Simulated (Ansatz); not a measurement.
**A vibration from a frozen displacement in MgO**

Computed with DFT PBE, scalar-relativistic, plane waves, PAW in Ansatz 0.2.0. Cutoff 420 eV, Γ-centred 10×10×10 k-points, Gaussian smearing of 0.05 eV. No spin polarisation. Energies are free energies at this smearing, counted from the undisturbed cell; pressure is positive in compression.

The undisturbed cell (as given, not relaxed at this level; it stands at -1.7 GPa):

```yaml
crystal:
  lattice:
    - [0.00000, 2.13515, 2.13515]
    - [2.13515, 0.00000, 2.13515]
    - [2.13515, 2.13515, 0.00000]
  atoms:
    - { symbol: Mg, position: [0.00000, 0.00000, 0.00000] }
    - { symbol: O, position: [0.50000, 0.50000, 0.50000] }
```

Every O atom is moved by x along the Cartesian unit vector (0.707, 0.707, 0.000); the cell and all other atoms stay fixed. The cell's volume is 19.47 Å³; the moved atoms weigh 15.999 u together and the others 24.305 u. Some rows repeat others by symmetry and weren't run.

```csv
x (Å),ΔE (meV/cell),total force on the moved atoms along the move (eV/Å),pressure (GPa)
-0.1000,22.42,0.4521,-0.8560
-0.0875,17.13,0.3941,-1.0514
-0.0750,12.56,0.3366,-1.2207
-0.0625,8.71,0.2797,-1.3639
-0.0500,5.57,0.2233,-1.4811
-0.0375,3.13,0.1672,-1.5722
-0.0250,1.39,0.1113,-1.6372
-0.0125,0.35,0.0556,-1.6762
0.0000,0.00,0.0000,-1.6894
0.0125,0.35,-0.0556,-1.6762
0.0250,1.39,-0.1113,-1.6372
0.0375,3.13,-0.1672,-1.5722
0.0500,5.57,-0.2233,-1.4811
0.0625,8.71,-0.2797,-1.3639
0.0750,12.56,-0.3366,-1.2207
0.0875,17.13,-0.3941,-1.0514
0.1000,22.42,-0.4521,-0.8560
```

**Question.** What frequency belongs to this motion?

**Answer.** The force constant is k = −dF/dx = 4.446 eV/Å², from the parabola through x = -0.0125, 0 and 0.0125. In every cell the moved atoms swing against the rest, so the mass is μ = m₁m₂/(m₁ + m₂) = 9.648 u, and ν̃ = 521.5 cm⁻¹ × √(|k|/μ) = 354 cm⁻¹, at this cell's pressure of -1.7 GPa. To first order in x, and within 1 %, the force on every atom lies along the move and, within each of the two groups, in proportion to the atom's mass, so this is itself a mode at the zone centre of this cell, taken without macroscopic field (the transverse frequency in a polar insulator).

**Question.** How far does the harmonic law reach?

**Answer.** At x = -0.100 Å, kx²/2 = 22.23 meV against the computed 22.42 meV (+0.8 %): the well is still close to harmonic there.